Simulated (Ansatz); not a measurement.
Relax this structure to zero stress and force, keeping its symmetry:

```
S
1.0
     7.45514    0.00000    0.00000
    -3.72757    6.45634    0.00000
     0.00000    0.00000    4.37872
S
9
Direct
  0.11504 0.11504 0.50000
  0.45527 0.68515 0.73867
  0.68515 0.45527 0.26133
  0.88496 0.00000 0.16667
  0.22988 0.54473 0.07200
  0.31485 0.77012 0.40533
  0.54473 0.22988 0.92800
  0.77012 0.31485 0.59467
  0.00000 0.88496 0.83333
```

Computed with DFT PBE+D3(BJ), scalar-relativistic, plane waves, PAW in Ansatz 0.2.0.

Settings: cutoff 420 eV, Γ-centred mesh 6×6×6 on the computed 9-atom cell, Gaussian smearing of 0.02 eV; no spin polarisation.

Q: What does it relax to?

A: The volume stays the same within 0.01 Å³/atom to 23.42 Å³/atom, and the energy changes by under 0.1 meV/atom. Final structure:
```
S
1.0
     7.45514    0.00000    0.00000
    -3.72757    6.45634    0.00000
     0.00000    0.00000    4.37872
S
9
Direct
  0.11504 0.11504 0.50000
  0.45527 0.68515 0.73867
  0.68515 0.45527 0.26133
  0.88496 0.00000 0.16667
  0.22988 0.54473 0.07200
  0.31485 0.77012 0.40533
  0.54473 0.22988 0.92800
  0.77012 0.31485 0.59467
  0.00000 0.88496 0.83333
```

This form isn't the element's structure at ambient conditions.

Cost: 1 run of about 0.9 core-minutes, on Arm Neoverse V1 (shared hosts).